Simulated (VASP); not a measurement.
A run of VASP 6.6.1 is set up as follows.

INCAR

```
SYSTEM = C
ALGO = Normal
EDIFF = 1E-7
EDIFFG = -0.002
ENCUT = 520
GGA = PE
IBRION = 2
ISIF = 3
ISMEAR = 0
IVDW = 12
LASPH = .True.
LCHARG = .False.
LREAL = .False.
LWAVE = .False.
NELM = 4
NSW = 80
PREC = Accurate
SIGMA = 0.02
```

File KPOINTS:

```
k-points
0
Gamma
  15 15 4
  0 0 0
```

The input POSCAR:

```
C                                       
1.0
    2.4658975384      0.0000000000      0.0000000000
   -1.2329487692      2.1355299117     -0.0000000000
    0.0000000000      0.0000000000      6.6827691934
  C             
     4
Direct
     0.0000000000000000    0.0000000000000000    0.2500000000000000
     0.0000000000000000    0.0000000000000000    0.7500000000000000
     0.3333333300000021    0.6666666699999979    0.2500000000000000
     0.6666666699999979    0.3333333300000021    0.7500000000000000
```

Potentials or basis: VASP PAW PBE potentials, release 64 (C).

The run is started by

```bash
$ cat potpaw_PBE.64/C/POTCAR > POTCAR
$ mpirun -np 1 vasp_std > vasp.out
```

(1) What does it give for the relaxed cell?

(2) What does it give for the relaxed volume?

(3) What does it give for the band gap on the k mesh?

Results:

(1) a = 2.466 Å, b = 2.466 Å, c = 6.714 Å, α = 90.00°, β = 90.00°, γ = 120.00°.

(2) 8.84 Å³/atom.

(3) none (metal or under the smearing width).
